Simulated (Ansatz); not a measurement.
# ZrO2: the cost of one run

Method: DFT PBEsol, scalar-relativistic, plane waves, PAW, in Ansatz 0.2.0.

The COD entry's cell or inner coordinates are ideal or old and differ from later refinements, so a difference from it is no clean test against experiment.

2 further runs of the same task are left out: 2 set aside as unsound or not needed.

## 1. The structure to begin with

The structure is cubic, space group Fm-3m (No. 225). Conventional cell: a = 5.064 Å, b = 5.064 Å, c = 5.064 Å, α = 90.00°, β = 90.00°, γ = 90.00°. Zr (site symmetry m-3m) is surrounded by 8 O at 2.19 Å. Around O (site symmetry -43m) lie 4 Zr at 2.19 Å.

As a file:

```cif
data_structure
_symmetry_space_group_name_H-M 'Fm-3m'
_symmetry_Int_Tables_number 225
_cell_length_a 5.0640
_cell_length_b 5.0640
_cell_length_c 5.0640
_cell_angle_alpha 90.000
_cell_angle_beta 90.000
_cell_angle_gamma 90.000
_cell_volume 129.86
loop_
_atom_site_label
_atom_site_type_symbol
_atom_site_symmetry_multiplicity
_atom_site_Wyckoff_symbol
_atom_site_fract_x
_atom_site_fract_y
_atom_site_fract_z
_atom_site_occupancy
Zr1 Zr 4 a 0.00000 0.00000 0.00000 1
O1 O 8 c 0.25000 0.75000 0.75000 1
```

It is the result of an earlier relaxation at this level (volume 10.82 Å³/atom; gap on the mesh: 3.33 eV).

## 2. The cell under 7 GPa

At a set pressure the run lowers the enthalpy E + PV, so the energy alone may rise along the way.

Input file input.yaml:

```yaml
crystal:
  lattice:
    - [0.0, 2.5320190108, 2.5320190108]
    - [2.5320190108, 0.0, 2.5320190108]
    - [2.5320190108, 2.5320190108, 0.0]
  atoms:
    - { symbol: Zr, position: [0.0, 0.0, 0.0] }
    - { symbol: O, position: [0.25, 0.25, 0.25] }
    - { symbol: O, position: [0.75, 0.75, 0.75] }
basis:
  ecutwfc: 420
kpoints:
  mp_grid: { grid: [8, 8, 8] }
hamiltonian:
  xc: pbesol
scf:
  occupations: { method: fixed }
output:
  forces: true
  stress: true
  eigenvalues: true
relax:
  adjacent_minimum: "off"
  f_tol: 0.001
  max_steps: 60
  cell: { stress_tol: 0.02, p_target: 7.0 }
```

Launch:

```
> ansatz run input.yaml --threads 1 --pin off --max-ram 3072MiB --backend cpu --events-out ev --progress --plain --runs-dir out
```

**Question.** How long does this run take on 1 thread of AMD EPYC 9R45 (Zen 5), shared host, and how much memory does it need?

About 3.1 s, with a peak of 0.37 GiB.
